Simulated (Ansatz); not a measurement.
A plane-wave DFT run in Ansatz 0.2.0 (scalar-relativistic PAW potentials unless the input names others): input and command.

```yaml
crystal:
  lattice:
    - [5.1141923542, 0.0, -0.006249691]
    - [0.0, 5.1817225196, 0.0]
    - [-0.8643909952, 0.0, 5.2244556562]
  atoms:
    - { symbol: Hf, position: [0.2761998701, 0.0418318844, 0.208210184] }
    - { symbol: Hf, position: [0.7238001299, 0.5418318844, 0.291789816] }
    - { symbol: Hf, position: [0.7238001299, 0.9581681156, 0.791789816] }
    - { symbol: Hf, position: [0.2761998701, 0.4581681156, 0.708210184] }
    - { symbol: O, position: [0.4479533928, 0.7576521439, 0.4784979932] }
    - { symbol: O, position: [0.5520466072, 0.2576521439, 0.0215020068] }
    - { symbol: O, position: [0.5520466072, 0.2423478561, 0.5215020068] }
    - { symbol: O, position: [0.4479533928, 0.7423478561, 0.9784979932] }
    - { symbol: O, position: [0.0700607267, 0.3337739746, 0.344020987] }
    - { symbol: O, position: [0.9299392733, 0.8337739746, 0.155979013] }
    - { symbol: O, position: [0.9299392733, 0.6662260254, 0.655979013] }
    - { symbol: O, position: [0.0700607267, 0.1662260254, 0.844020987] }
basis:
  ecutwfc: 500
kpoints:
  mp_grid: { grid: [6, 6, 6] }
hamiltonian:
  xc: r2scan
scf:
  occupations: { method: gaussian, width: 0.02 }
  mixing_beta: 60
  max_iter: 75
output:
  forces: true
  eigenvalues: true
  stress: true
```

```bash
ansatz run input.yaml --threads 4 --pin off --max-ram 10240MiB --backend cpu --events-out ev --progress --plain --runs-dir out
```

What will the program do with this input?

The program refuses it, because of a keyword of another program (scf.mixing_beta: not typed → 60). Without that key it is accepted.

Abridged log:
```
Error: YAML parse error: error: line 27 column 3: unknown field `mixing_beta`, expected one of max_iter, algorithm, n_extra_bands, self_checks, convergence, lower_state_search, omitted_lower_state_checks, lower_solution_reach, mixing, occupations, eigensolver, initial_density, exx
  --> <input>:27:3
   |
25 | scf:
26 |   occupations: { method: gaussian, width: 0.02 }
27 |   mixing_beta: 60
   |   ^ unknown field `mixing_beta`, expected one of max_iter, algorithm, n_extra_bands, self_checks, convergence, lower_state_search, omitted_lower_state_checks, lower_solution_reach, mixing, occupations, eigensolver, initial_density, exx
28 |   max_iter: 75
29 | output:
   |
```